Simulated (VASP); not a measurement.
Crystal: GaSe.

```xyz
8
Lattice="3.7420 0.0000 0.0000 -1.8710 3.2407 0.0000 0.0000 0.0000 15.9190" Properties=species:S:1:pos:R:3 pbc="T T T"
Ga    0.0000    2.1604    2.8177
Ga    1.8710    1.0802   10.7772
Ga    0.0000    2.1604    5.1418
Ga    1.8710    1.0802   13.1013
Se    0.0000    2.1604    9.5514
Se    1.8710    1.0802    1.5919
Se    0.0000    2.1604   14.3271
Se    1.8710    1.0802    6.3676
```

* Program: VASP 6.6.1
* Task: relaxation of cell and atoms
* Functional: PBE
* Dispersion: D3(BJ)
* Potentials or basis: VASP PAW PBE potentials, release 64 (Ga_d, Se)
* Cutoff: 600 eV
* k mesh: 12 × 12 × 2
* Occupations: gaussian, width 0.03 eV
* Spin: no spin polarisation

At the start: pressure 1.0 GPa; volume 24.13 Å³/atom.

Question: How do energy, volume and symmetry change on relaxing?

Answer: Over 17 steps the energy falls by 16.5 meV/atom and the volume is 24.59 Å³/atom (+1.9 %); space group P6_3/mmc (No. 194, to 0.05 Å).

Step by step:
```tsv
step	energy change (eV)	largest force (eV/Å)	pressure (GPa)	volume (Å³)
1	0.0000	1.2153	1.03	193.04
2	-0.1051	0.3865	0.37	197.38
3	-0.1232	0.0169	0.45	196.11
4	-0.1231	0.0246	0.51	196.05
5	-0.1284	0.0639	-0.18	198.18
6	-0.1284	0.0648	-0.15	198.15
7	-0.1302	0.0166	-0.05	198.01
8	-0.1304	0.0296	-0.02	197.94
9	-0.1305	0.0251	0.00	197.84
10	-0.1307	0.0337	-0.01	197.68
11	-0.1308	0.0293	-0.02	197.62
12	-0.1311	0.0158	0.00	197.43
13	-0.1315	0.0123	0.01	197.05
14	-0.1315	0.0202	-0.02	196.93
15	-0.1315	0.0368	0.01	196.69
16	-0.1315	0.0242	-0.01	196.87
17	-0.1316	0.0073	-0.01	196.69
```

Final structure:
```
Ga Se
1.0
     3.77098    0.00000    0.00000
    -1.88549    3.26576    0.00000
     0.00000    0.00000   15.97129
Ga Se
4 4
Direct
  0.33333 0.66667 0.17344
  0.66667 0.33333 0.67344
  0.33333 0.66667 0.32656
  0.66667 0.33333 0.82656
  0.33333 0.66667 0.59951
  0.66667 0.33333 0.09951
  0.33333 0.66667 0.90049
  0.66667 0.33333 0.40049
```
